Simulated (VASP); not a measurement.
Si: relaxation of cell and atoms with PBE

Crystal: Si.

```xyz
2
Lattice="0.0000 2.7136 2.7136 2.7136 0.0000 2.7136 2.7136 2.7136 0.0000" Properties=species:S:1:pos:R:3 pbc="T T T"
Si    4.0703    4.0703    4.0703
Si    2.7136    2.7136    2.7136
```

```json
{"Program": "VASP 6.6.1", "Task": "relaxation of cell and atoms", "Functional": "PBE", "Potentials or basis": "VASP PAW PBE potentials, release 64 (Si)", "Cutoff": "600 eV", "k mesh": "10 × 10 × 10", "Occupations": "gaussian, width 0.03 eV", "Spin": "no spin polarisation", "Further INCAR settings": "ALGO = Normal; EDIFF = 1e-06; IBRION = 2; EDIFFG = -0.01; NSW = 90; ISIF = 3"}
```

- Relaxed volume: 20.44 Å³/atom
- Relaxed cell: a = 3.867 Å, b = 3.867 Å, c = 3.867 Å, α = 60.00°, β = 60.00°, γ = 60.00°
- Space group after relaxing (to 0.05 Å): Fd-3m (No. 227)
- Energy gained by relaxing: 3.0 meV/atom
- Ionic steps: 3
- Pressure after relaxing: 0.0 GPa
- Band gap on the k mesh: 0.62 eV, indirect (least direct gap 2.56 eV)

Step by step:
| step | energy change (eV) | largest force (eV/Å) | pressure (GPa) | volume (Å³) |
| --- | --- | --- | --- | --- |
| 1 | 0.0000 | 0.0000 | 2.15 | 39.96 |
| 2 | -0.0033 | 0.0000 | -1.34 | 41.53 |
| 3 | -0.0060 | 0.0000 | 0.01 | 40.89 |

Final structure:
```
Si
1.0
     0.00000    2.73430    2.73430
     2.73430    0.00000    2.73430
     2.73430    2.73430    0.00000
Si
2
Cartesian
  4.1014 4.1014 4.1014
  2.7343 2.7343 2.7343
```

Levels at points of the mesh, in eV from the valence-band top:
```tsv
k point	band 1	band 2	band 3	band 4	band 5	band 6	band 7	band 8
(0.00, 0.00, 0.00)	-11.82	0.00	0.00	0.00	2.56	2.56	2.56	3.13
(0.50, 0.00, 0.00)	-9.54	-6.87	-1.18	-1.18	1.47	3.35	3.35	7.70
(0.50, 0.50, 0.00)	-7.75	-7.75	-2.79	-2.79	0.75	0.75	9.94	9.94
```

Wall time 12 s on 1 thread of Intel(R) Xeon(R) 6975P-C (Granite Rapids), on a shared host, peak memory 0.17 GiB.

A k mesh can miss the band edges. A hybrid or GW would open this gap; PBE tends to underestimate it.
